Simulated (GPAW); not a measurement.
# SnTe (Fm-3m) in GPAW: a series of runs

One crystal, SnTe, is run at these levels: LDA, AM05, PBEsol, PBE; tasks: dielectric tensor.

All numbers are computed with GPAW 26.7.0; they aren't measurements. Logs are shortened: lines on timing, memory, paths and dates and some standing lists are left out, and cuts for length are marked. The log counts tension as positive stress, the text compression.

**Experimental background.**

From a printed reference work, textbook, for a bulk crystal of SnTe at 300 K: band gap 0.18 eV (direct).

The results are compared with them further down.

**1. The crystal as given**

Symmetry: Fm-3m, No. 225, cubic system. The conventional cell has a = 6.302 Å, b = 6.302 Å, c = 6.302 Å, α = 90.00°, β = 90.00°, γ = 90.00°. Around Te (site symmetry m-3m) lie 6 Sn at 3.15 Å. Around Sn (site symmetry m-3m) lie 6 Te at 3.15 Å.

**2. Dielectric tensor, LDA**

run.py reads:

```python
import numpy as np
from ase.dft.bandgap import bandgap
from ase.io import read, write
from gpaw import GPAW, PW
from gpaw.response.df import DielectricFunction

atoms = read('POSCAR')

calc = GPAW(mode=PW(400),
            xc='LDA',
            kpts={'size': (6, 6, 6), 'gamma': True},
            occupations={'name': 'fermi-dirac', 'width': 0.001},
            nbands=19,
            convergence={'density': 1e-06},
            maxiter=150,
            txt='gpaw.txt')
atoms.calc = calc
energy = atoms.get_potential_energy()
calc.write('gs.gpw')
write('result.traj', atoms)
print(f'Energy: {energy:.6f} eV')
print('Fermi level:', round(calc.get_fermi_level(), 4), 'eV')
print(f'Gap: {bandgap(calc)[0]:.4f} eV, direct: {bandgap(calc, direct=True)[0]:.4f} eV')

for size in [(18, 18, 18)]:
    name = 'x'.join(str(n) for n in size)
    dense = calc.fixed_density(kpts={'size': size, 'gamma': True},
                               nbands=36, convergence={'bands': 30, 'eigenstates': 1e-7},
                               update_fermi_level=True, txt=f'dense-{name}.txt')
    dense.write(f'{name}.gpw', mode='all')
    df = DielectricFunction(f'{name}.gpw', frequencies=np.array([0.0]), hilbert=False, eta=0.001,
                            ecut=80, nbands=30, intraband=False, txt=f'df-{name}.txt')
    for xc in ['RPA']:
        for direction in ['x', 'y', 'z', [0, 1, 1], [1, 0, 1], [1, 1, 0]]:
            e0, e = df.get_macroscopic_dielectric_constant(xc=xc, direction=direction)
            print(f'{name} {xc} {direction}: {e0:.4f} without, {e:.4f} with local fields')
```

POSCAR reads:

```
SnTe
1.0
    0.0000000000      3.1508500000      3.1508500000
    3.1508500000      0.0000000000      3.1508500000
    3.1508500000      3.1508500000      0.0000000000
Te Sn
1 1
Direct
    0.5000000000      0.5000000000      0.5000000000
    0.0000000000      0.0000000000      0.0000000000
```

Potentials or basis: the program's PAW data sets (release 1.2.1) made for this functional, pw.

On the command line:

```sh
> OMP_NUM_THREADS=1 python run.py
```

gpaw.txt:

```text
__  _  _
 | _ |_)|_||  |
 |__||  | ||/\| - 26.7.0

Input parameters:
  mode=PW(ecut=400.0),
  convergence={'density': 1e-06},
  kpts=MonkhorstPack(size=(6, 6, 6), gamma=True),
  maxiter=150,
  nbands=19,
  occupations=Occupations(name='fermi-dirac', width=0.001),
  xc=XC(name='LDA')

Diagonalizing LCAO Hamiltonian
Converting LCAO to pw mode

                 Te

       Sn

Atoms  # Å, Bohr magnetons
|   | symbol |        x |        y |        z |    initial magnetic moments |
|---|--------|----------|----------|----------|-----------------------------|
| 0 |     Te | 3.150850 | 3.150850 | 3.150850 | ( 0.0000,  0.0000,  0.0000) |
| 1 |     Sn | 0.000000 | 0.000000 | 0.000000 | ( 0.0000,  0.0000,  0.0000) |

Unit cell  # Å
| periodic |        x |        y |        z |  lengths |    angles |
|----------|----------|----------|----------|----------|-----------|
|      yes | 0.000000 | 3.150850 | 3.150850 | 4.455975 | 60.000000 |
|      yes | 3.150850 | 0.000000 | 3.150850 | 4.455975 | 60.000000 |
|      yes | 3.150850 | 3.150850 | 0.000000 | 4.455975 | 60.000000 |

Number of symmetries: 48
Symmetry operations  # r_c * U_cc + t_c -> r_c
|    | kind |            matrix            |
|----|------|------------------------------|
|  0 |  σ   |  1, 0, 0,  1, 0,-1,  1,-1, 0 |
|  1 |  C2  |  1, 0, 0,  1,-1, 0,  1, 0,-1 |
|  2 |  E   |  1, 0, 0,  0, 1, 0,  0, 0, 1 |
|  3 |  σ   |  1, 0, 0,  0, 0, 1,  0, 1, 0 |
|  4 |  C4  |  1, 0,-1,  1, 0, 0,  1,-1, 0 |
|  5 |  S6  |  1, 0,-1,  1,-1, 0,  1, 0, 0 |
|  6 |  σ   |  1, 0,-1,  0, 1,-1,  0, 0,-1 |
|  7 |  C3  |  1, 0,-1,  0, 0,-1,  0, 1,-1 |
|  8 |  S6  |  1,-1, 0,  1, 0, 0,  1, 0,-1 |
|  9 |  C4  |  1,-1, 0,  1, 0,-1,  1, 0, 0 |
| 10 |  C3  |  1,-1, 0,  0,-1, 1,  0,-1, 0 |
| 11 |  σ   |  1,-1, 0,  0,-1, 0,  0,-1, 1 |
| 12 |  σ   |  0, 1, 0,  1, 0, 0,  0, 0, 1 |
| 13 |  C4  |  0, 1, 0,  0, 1,-1, -1, 1, 0 |
| 14 |  C3  |  0, 1, 0,  0, 0, 1,  1, 0, 0 |
| 15 |  S6  |  0, 1, 0, -1, 1, 0,  0, 1,-1 |
| 16 |  C2  |  0, 1,-1,  1, 0,-1,  0, 0,-1 |
| 17 |  σ   |  0, 1,-1,  0, 1, 0, -1, 1, 0 |
| 18 |  S4  |  0, 1,-1,  0, 0,-1,  1, 0,-1 |
| 19 |  C4  |  0, 1,-1, -1, 1, 0,  0, 1, 0 |
| 20 |  C3  |  0, 0, 1,  1, 0, 0,  0, 1, 0 |
| 21 |  σ   |  0, 0, 1,  0, 1, 0,  1, 0, 0 |
| 22 |  S6  |  0, 0, 1,  0,-1, 1, -1, 0, 1 |
| 23 |  C4  |  0, 0, 1, -1, 0, 1,  0,-1, 1 |
| 24 |  S4  |  0, 0,-1,  1, 0,-1,  0, 1,-1 |
| 25 |  C3  |  0, 0,-1,  0, 1,-1,  1, 0,-1 |
| 26 |  C2  |  0, 0,-1,  0,-1, 0, -1, 0, 0 |
| 27 |  S6  |  0, 0,-1, -1, 0, 0,  0,-1, 0 |
| 28 |  S4  |  0,-1, 1,  1,-1, 0,  0,-1, 0 |
| 29 |  C4  |  0,-1, 1,  0, 0, 1, -1, 0, 1 |
| 30 |  C2  |  0,-1, 1,  0,-1, 0,  1,-1, 0 |
| 31 |  σ   |  0,-1, 1, -1, 0, 1,  0, 0, 1 |
| 32 |  C3  |  0,-1, 0,  1,-1, 0,  0,-1, 1 |
| 33 |  S6  |  0,-1, 0,  0, 0,-1, -1, 0, 0 |
| 34 |  S4  |  0,-1, 0,  0,-1, 1,  1,-1, 0 |
| 35 |  C2  |  0,-1, 0, -1, 0, 0,  0, 0,-1 |
| 36 |  C2  | -1, 1, 0,  0, 1, 0,  0, 1,-1 |
| 37 |  S6  | -1, 1, 0,  0, 1,-1,  0, 1, 0 |
| 38 |  S4  | -1, 1, 0, -1, 0, 1, -1, 0, 0 |
| 39 |  C3  | -1, 1, 0, -1, 0, 0, -1, 0, 1 |
| 40 |  S6  | -1, 0, 1,  0, 0, 1,  0,-1, 1 |
| 41 |  C2  | -1, 0, 1,  0,-1, 1,  0, 0, 1 |
| 42 |  C3  | -1, 0, 1, -1, 1, 0, -1, 0, 0 |
| 43 |  S4  | -1, 0, 1, -1, 0, 0, -1, 1, 0 |
| 44 |  C2  | -1, 0, 0,  0, 0,-1,  0,-1, 0 |
| 45 |  i   | -1, 0, 0,  0,-1, 0,  0, 0,-1 |
| 46 |  σ   | -1, 0, 0, -1, 1, 0, -1, 0, 1 |
| 47 |  C2  | -1, 0, 0, -1, 0, 1, -1, 1, 0 |

BZ-sampling:
  Number of BZ points: 216
  Number of IBZ points: 16

  Monkhorst-Pack size: [6, 6, 6]
  Monkhorst-Pack shift: [0.08333333333333333, 0.08333333333333333, 0.08333333333333333]

K-points  # in reciprocal-cell coordinates
|     |                                coordinates |     weight |
|-----|--------------------------------------------|------------|
|   0 | (  0.00000000,   0.00000000,   0.00000000) | 0.00462963 |
|   1 | (  0.16666667,   0.16666667,   0.00000000) | 0.02777778 |
|   2 | (  0.16666667,   0.16666667,   0.16666667) | 0.03703704 |
|   3 | (  0.33333333,   0.16666667,   0.16666667) | 0.05555556 |
|   4 | (  0.33333333,   0.33333333,  -0.33333333) | 0.05555556 |
|   5 | (  0.33333333,   0.33333333,   0.00000000) | 0.02777778 |
|   6 | (  0.33333333,   0.33333333,   0.16666667) | 0.11111111 |
|   7 | (  0.33333333,   0.33333333,   0.33333333) | 0.03703704 |
|   8 | (  0.50000000,   0.33333333,  -0.33333333) | 0.11111111 |
|   9 | (  0.50000000,   0.33333333,  -0.16666667) | 0.05555556 |
| ... |                                            |            |
|  15 | (  0.50000000,   0.50000000,   0.50000000) | 0.01851852 |

Plane wave coefficients: 1158
Cutoff: 400.0 eV

Spin-components: 1 (collinear spins)
Bands:           19
Projectors:      11
Spin-degeneracy: 2
Datatype:        complex128

Parallelization:
  kpt:    1
  domain: 1
  band:   1

Density:
  Valence electrons: 20.0
  Components: 1
  Grid points: [21 21 21]
  Charge: 0.0  # |e|

Potential:
  Grid points: [21 21 21]

species:
  Te:
    name:    Tellurium
    Z:       52.0
    valence: 6
    core:    46
    charge:  0.0  # [|e|]
    compensation charges:
      type: gauss
      rc: 0.36  # [Å]
      lmax: 2
    cutoffs:
      filter: 2.09  # [Å]
      core: 3.17  # [Å]
    projectors
    | kind |    occ | energy [eV] | rcut [Å] |
    |------|--------|-------------|----------|
    |   5s |  2.000 |     -15.337 |    1.180 |
    |   5p |  4.000 |      -6.113 |    1.196 |
    |    s |        |      11.875 |    1.180 |
    |    p |        |      21.098 |    1.196 |
    |    d |        |       0.000 |    1.238 |

    Using partial waves for Te as LCAO basis

  Sn:
    name:    Tin
    Z:       50.0
    valence: 14
    core:    36
    charge:  0.0  # [|e|]
    compensation charges:
      type: gauss
      rc: 0.38  # [Å]
      lmax: 2
    cutoffs:
      filter: 2.23  # [Å]
      core: 2.35  # [Å]
    projectors
    | kind |    occ | energy [eV] | rcut [Å] |
    |------|--------|-------------|----------|
    |   5s |  2.000 |     -10.799 |    1.201 |
    |   5p |  2.000 |      -3.869 |    1.270 |
    |   4d | 10.000 |     -25.910 |    1.185 |
    |    s |        |      16.413 |    1.201 |
    |    p |        |      23.342 |    1.270 |
    |    d |        |       1.302 |    1.185 |

    Using partial waves for Sn as LCAO basis

Reference energy: -352503.082954  # eV

eigensolver:
  PPCG
  Converge bands: occupied
  niter=2

density mixing:
  MSR1-Mixer
  Pratt-step length: 0.05
  Maximum mixing coefficient: 0.75
  Old densities: 10
  SVD Regularization: 0.005
  Good broyden scale: 1.0
  Trust region scale: 1.0
  Backstep threshold: 4.0
  History deletion threshold: 6.0
  Fourier metric: weight=20.0, sigma=0.015

occupation numbers:
  Fermi-Dirac:
    width: 0.0010  # eV

poisson solver:
  ecut: 3200.0  # eV

xc functional:
  name: None

convergence criteria:
- Maximum integral of absolute [dens]ity change: 1e-06 electrons / valence electron
- Maximum [total energy] change in last 3 cyles: 0.0005 eV / valence electron
- Maximum integral of absolute [eigenst]ate change: 4e-08 eV^2 / valence electron
maximum number of iterations: 150

SCF iterations
|iter     | |      energy | eigst |  dens |
|---------|-|-------------|-------|-------|
|iter:   1| |   -9.042509 | -0.24 |       |
|iter:   2| |   -9.034384 | -2.46 | -1.49 |
|iter:   3| |   -8.992311 | -2.87 | -1.53 |
|iter:   4| |   -8.991591 | -4.48 | -2.14 |
|iter:   5| |   -8.991549c| -5.21 | -2.67 |
|iter:   6| |   -8.991550c| -6.62 | -3.37 |
|iter:   7| |   -8.991550c| -7.89c| -4.21 |
|iter:   8| |   -8.991550c| -8.05c| -4.75 |
|iter:   9| |   -8.991550c| -8.65c| -6.01c|

Converged in 9 steps
Energy contributions relative to reference atoms: (reference = -352503.082954)

Energy contributions:
  Kinetic:          12.638940
  Coulomb:         -13.026364
  Zero:              0.200574
  External:          0.000000
  Xc:               -8.804700
  Entropy:          -0.000000
  Spinorbit:         0.000000
  ----------------------------
  Free energy:      -8.991550
  Extrapolated:     -8.991550

dipole moment: (-21.523430, -21.523430, -21.523430)  # |e|*Ang

Fermi level: 6.120
Eigenvalues  # (at kpt = [0.000, 0.000, 0.000])
| band index |      eig [eV] | occ [0-2] |
|------------|---------------|-----------|
|          0 |       -15.617 |     2.000 |
|        ... |               |           |
|          2 |       -15.605 |     2.000 |
|          3 |       -15.605 |     2.000 |
|          4 |       -15.605 |     2.000 |
|          5 |        -6.705 |     2.000 |
|          6 |         1.290 |     2.000 |
|          7 |         3.999 |     2.000 |
[... 9 lines left out ...]
|         17 |        13.152 |     0.000 |
|         18 |        13.152 |     0.000 |

Gap: 0.111 eV
Transition (v -> c):
  (s=0, k=15, n=9, [0.50, 0.50, 0.50]) -> (s=0, k=15, n=10, [0.50, 0.50, 0.50])
No difference between direct/indirect transitions
# Writing to gs.gpw (mode='')
```

Wall time 2.2 min (1 thread of Intel Xeon 6975P-C (Granite Rapids), shared host); peak memory 0.45 GiB.

Results:

- Free energy: -8.9915 eV
- Band gap on the k mesh: 0.11 eV, direct
- Electronic dielectric tensor (diagonal): 74.77

Electronic dielectric tensor:
```
74.77  0.00  0.00
 0.00 74.77  0.00
 0.00  0.00 74.77
```

Caveat: the gap is small at this level, which inflates the dielectric constant; the long-wavelength limit can be off by a per cent or two; spin-orbit coupling is left out, which moves the levels of the heavy elements.

**3. Dielectric tensor, AM05**

Edit run.py of step 2 so:

```diff
@@ -3,4 +3,6 @@
 from ase.io import read, write
-from gpaw import GPAW, PW
+from gpaw import GPAW, PW, setup_paths
 from gpaw.response.df import DielectricFunction
+
+setup_paths.insert(0, '.')
 
@@ -9,3 +11,3 @@
 calc = GPAW(mode=PW(400),
-            xc='LDA',
+            xc='AM05',
             kpts={'size': (6, 6, 6), 'gamma': True},
```

POSCAR is that of step 2.

Potentials or basis: PAW data sets generated in the run's folder for this functional, pw.

On the command line:

```sh
> gpaw-setup -f AM05 Sn Te
> OMP_NUM_THREADS=1 python run.py
```

gpaw.txt:

```text
__  _  _
 | _ |_)|_||  |
 |__||  | ||/\| - 26.7.0

Input parameters:
  mode=PW(ecut=400.0),
  convergence={'density': 1e-06},
  kpts=MonkhorstPack(size=(6, 6, 6), gamma=True),
  maxiter=150,
  nbands=19,
  occupations=Occupations(name='fermi-dirac', width=0.001),
  xc=XC(name='AM05')

Diagonalizing LCAO Hamiltonian
Converting LCAO to pw mode

                 Te

       Sn

Atoms  # Å, Bohr magnetons
|   | symbol |        x |        y |        z |    initial magnetic moments |
|---|--------|----------|----------|----------|-----------------------------|
| 0 |     Te | 3.150850 | 3.150850 | 3.150850 | ( 0.0000,  0.0000,  0.0000) |
| 1 |     Sn | 0.000000 | 0.000000 | 0.000000 | ( 0.0000,  0.0000,  0.0000) |

Unit cell  # Å
| periodic |        x |        y |        z |  lengths |    angles |
|----------|----------|----------|----------|----------|-----------|
|      yes | 0.000000 | 3.150850 | 3.150850 | 4.455975 | 60.000000 |
|      yes | 3.150850 | 0.000000 | 3.150850 | 4.455975 | 60.000000 |
|      yes | 3.150850 | 3.150850 | 0.000000 | 4.455975 | 60.000000 |

Number of symmetries: 48
Symmetry operations  # r_c * U_cc + t_c -> r_c
|    | kind |            matrix            |
|----|------|------------------------------|
|  0 |  σ   |  1, 0, 0,  1, 0,-1,  1,-1, 0 |
|  1 |  C2  |  1, 0, 0,  1,-1, 0,  1, 0,-1 |
|  2 |  E   |  1, 0, 0,  0, 1, 0,  0, 0, 1 |
|  3 |  σ   |  1, 0, 0,  0, 0, 1,  0, 1, 0 |
|  4 |  C4  |  1, 0,-1,  1, 0, 0,  1,-1, 0 |
|  5 |  S6  |  1, 0,-1,  1,-1, 0,  1, 0, 0 |
|  6 |  σ   |  1, 0,-1,  0, 1,-1,  0, 0,-1 |
[... 152 lines left out ...]
  Trust region scale: 1.0
  Backstep threshold: 4.0
  History deletion threshold: 6.0
  Fourier metric: weight=20.0, sigma=0.015

occupation numbers:
  Fermi-Dirac:
    width: 0.0010  # eV

poisson solver:
  ecut: 3200.0  # eV

xc functional:
  name: AM05 with 2 nearest neighbor stencil

convergence criteria:
- Maximum integral of absolute [dens]ity change: 1e-06 electrons / valence electron
- Maximum [total energy] change in last 3 cyles: 0.0005 eV / valence electron
- Maximum integral of absolute [eigenst]ate change: 4e-08 eV^2 / valence electron
maximum number of iterations: 150

SCF iterations
|iter     | |      energy | eigst |  dens |
|---------|-|-------------|-------|-------|
|iter:   1| |   -7.922694 | -0.23 |       |
|iter:   2| |   -7.916741 | -2.39 | -1.50 |
|iter:   3| |   -7.884493 | -2.79 | -1.54 |
|iter:   4| |   -7.884847 | -4.23 | -2.14 |
|iter:   5| |   -7.884954c| -5.03 | -2.66 |
|iter:   6| |   -7.884957c| -6.50 | -3.33 |
|iter:   7| |   -7.884957c| -7.84c| -4.26 |
|iter:   8| |   -7.884957c| -7.79c| -4.71 |
|iter:   9| |   -7.884957c| -8.38c| -5.90 |
|iter:  10| |   -7.884957c| -9.07c| -6.33c|

Converged in 10 steps
Energy contributions relative to reference atoms: (reference = -352515.799425)

Energy contributions:
  Kinetic:          13.868931
  Coulomb:         -14.150024
  Zero:              0.198208
  External:          0.000000
  Xc:               -7.802072
  Entropy:          -0.000000
  Spinorbit:         0.000000
  ----------------------------
  Free energy:      -7.884957
  Extrapolated:     -7.884957

dipole moment: (-21.411872, -21.411872, -21.411872)  # |e|*Ang

Fermi level: 6.414
Eigenvalues  # (at kpt = [0.000, 0.000, 0.000])
| band index |      eig [eV] | occ [0-2] |
|------------|---------------|-----------|
|          0 |       -15.473 |     2.000 |
|        ... |               |           |
|          2 |       -15.467 |     2.000 |
|          3 |       -15.467 |     2.000 |
|          4 |       -15.467 |     2.000 |
|          5 |        -6.442 |     2.000 |
|          6 |         1.662 |     2.000 |
|          7 |         4.221 |     2.000 |
[... 9 lines left out ...]
|         17 |        13.287 |     0.000 |
|         18 |        13.287 |     0.000 |

Gap: 0.124 eV
Transition (v -> c):
  (s=0, k=15, n=9, [0.50, 0.50, 0.50]) -> (s=0, k=15, n=10, [0.50, 0.50, 0.50])
No difference between direct/indirect transitions
# Writing to gs.gpw (mode='')
```

df-18x18x18.txt:

```text
FrequencyGridDescriptor(from 0.000 to 0.000 eV, 1 points)
FrequencyGridDescriptor(from 0.000 to 0.000 eV, 1 points)

Calculating chi0 body with:
    Ground state adapter containing:
    Number of spins: 1
    Number of kpoints: 5832
    Number of irreducible kpoints: 195
    Number of completely occupied states: 10
    Number of partially occupied states: 10

    Linear response parametrization:
    q_c: [0.0, 0.0, 0.0]
    Number of frequency points: 1
    Planewave cutoff: 80.0
    Number of bands: 30
    Number of planewaves: 113
    Broadening (eta): 0.001

Integrating chi0 body.

Symmetries of q_c:
    Direct symmetries (Uq -> q): 48
    Indirect symmetries (TUq -> q): 0
In total 48 allowed symmetries.

Integral kind: response function

Calculating chi0 optical extensions with:
    Ground state adapter containing:
    Number of spins: 1
    Number of kpoints: 5832
    Number of irreducible kpoints: 195
    Number of completely occupied states: 10
    Number of partially occupied states: 10

    Linear response parametrization:
    Number of frequency points: 1
    Planewave cutoff: 80.0
    Number of bands: 30
    Number of planewaves: 113
    Broadening (eta): 0.001
Integrating chi0 head and wings.

Symmetries of q_c:
    Direct symmetries (Uq -> q): 48
    Indirect symmetries (TUq -> q): 0
In total 48 allowed symmetries.

Integral kind: response function wings

Finished calculating chi0
```

It took 2.2 min on 1 thread of Intel Xeon 6975P-C (Granite Rapids), shared host; peak memory 0.46 GiB.

What came out:

```
Free energy                             : -7.8850 eV
Band gap on the k mesh                  : 0.12 eV, direct
Electronic dielectric tensor (diagonal) : 70.55
```

Electronic dielectric tensor:
```
70.55  0.00  0.00
 0.00 70.55  0.00
 0.00  0.00 70.55
```

Caveat: the gap is small at this level, which inflates the dielectric constant; the long-wavelength limit can be off by a per cent or two; spin-orbit coupling is left out, which moves the levels of the heavy elements.

[end of part 1 of 2]
